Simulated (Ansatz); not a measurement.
**hcp against fcc along the 4d metals**

Method: DFT, LDA (PW92), plane waves (420 eV) with PAW, scalar-relativistic (Ansatz). The PAW files were generated under PBE, with cores re-solved for the functional.

Each structure is relaxed within its symmetry, in the lowest magnetic state of the tried starts. Differences under about 8 meV lie within the error of the k-point mesh.

```csv
element,E(hcp) − E(fcc) (meV/atom),V(hcp) (Å³/atom),V(fcc) (Å³/atom),state of hcp,state of fcc
Y,-9,29.97,29.53,spin not included,spin not included
Zr,-25,21.78,21.56,spin not included,spin not included
Nb,-47,17.66,17.77,spin not included,spin not included
Ru,-124,13.09,13.16,non-magnetic,spin not included
Pd,40,14.23,14.18,spin not included,spin not included
Ag,?,?,?,?,?
Cd,-16,20.28,19.96,spin not included,spin not included
```

(1) Fill in the row of Ag.

## Answers

(1) E(hcp) − E(fcc) (meV/atom): 10; V(hcp) (Å³/atom): 16.06; V(fcc) (Å³/atom): 15.99; state of hcp: spin not included; state of fcc: spin not included.
